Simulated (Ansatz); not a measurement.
Runs of Ansatz 0.2.0 on HfH2. The structure is tetragonal, space group I4/mmm (No. 139). The conventional cell has a = 3.478 Å, b = 3.478 Å, c = 4.361 Å, α = 90.00°, β = 90.00°, γ = 90.00°. Around Hf (site symmetry 4/mmm) lie 8 H at 2.05 Å. Around H (site symmetry -4m2) lie 4 Hf at 2.05 Å and 2 H at 2.18 Å. 

```csv
level,U,hubbard projectors,double counting,gap on the mesh (eV),pressure (GPa),relaxed volume (Å³/atom)
r2SCAN+U,Hf d U = 4 eV,ortho-atomic (the default),fll (the default),none,0.0,(b)
r2SCAN+U,Hf d U = 3 eV,ortho-atomic (the default),fll (the default),none,0.0,8.79
r2SCAN+U,Hf d U = 1 eV,ortho-atomic (the default),fll (the default),none,0.0,8.67
r2SCAN+U,Hf d U = 5 eV,ortho-atomic (the default),fll (the default),none,0.0,9.20
r2SCAN+U,Hf d U = 2 eV,ortho-atomic (the default),fll (the default),none,0.0,(a)
r2SCAN+U,Hf d U = 8 eV,ortho-atomic (the default),fll (the default),0.52,0.0,10.89
r2SCAN,-,-,-,none,0.0,8.62
r2SCAN+U,Hf d U = 6 eV,ortho-atomic (the default),fll (the default),none,0.0,(c)
```

Alike in all rows: task relaxation of cell and atoms; potentials or basis Ansatz PAW; no spin polarisation; cell relaxed; k mesh 11 × 11 × 11; cutoff (eV) 500; smearing fermi-dirac 0.05 eV.

Estimate the missing entries.

(a) 8.72; (b) 8.91; (c) 9.75.

Caveats: the plane-wave basis is chosen anew once the cell has moved, so the energies of steps on either side of that aren't comparable; the PAW data sets come from PBE, with cores solved anew for the run's functional, which leaves a small shift of forces and pressure; the U is typed as a test and isn't derived for this compound (some runs); U without spin polarisation on a metal has little footing (some runs); the volume moved by over 15 % at a fixed basis, so the end points are rough (some runs); odd divisions of the mesh miss points on the zone boundary, where band edges often lie, so the gap on the mesh can be too wide (some runs); spin-orbit coupling is left out, which moves the levels of the heavy elements (some runs).

A k mesh can miss the band edges, and the runs leave out spin-orbit coupling on Hf.

A gap of «none» marks a metal or a gap under the smearing width.
